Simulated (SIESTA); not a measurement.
The system is Ru.

```
CELL_PARAMETERS angstrom
2.70580 0.00000 0.00000
-1.35290 2.34329 0.00000
0.00000 0.00000 4.28190
ATOMIC_POSITIONS crystal
Ru 0.66667 0.33333 0.75000
Ru 0.33333 0.66667 0.25000
```

Base run:

| Property | Result |
| --- | --- |
| Program | SIESTA 5.4.2 |
| Functional | PBEsol |
| Potentials or basis | PseudoDojo 0.4 standard (PBEsol files) |
| Basis | DZP (energy shift 0.003 Ry; two zetas on semicore shells) |
| Grid cutoff | 800 Ry |
| Energy shift | 0.003 Ry |
| k mesh | 11 × 11 × 6 |
| Occupations | fermi-dirac, width 0.05 eV |
| Spin | no spin polarisation |

Its results: band gap on the k mesh none (metal or under the smearing width); pressure -2.5 GPa.

Task: The run is repeated on the same cell with these changes: functional from PBEsol to PBE; potentials or basis from PseudoDojo 0.4 standard (PBEsol files) to PseudoDojo 0.4 standard (PBE files). What comes out?

Result: Band gap on the k mesh none (metal or under the smearing width); pressure 8.2 GPa.

Caveats: the basis of atomic orbitals isn't converged, which shifts pressures, moduli and gaps.
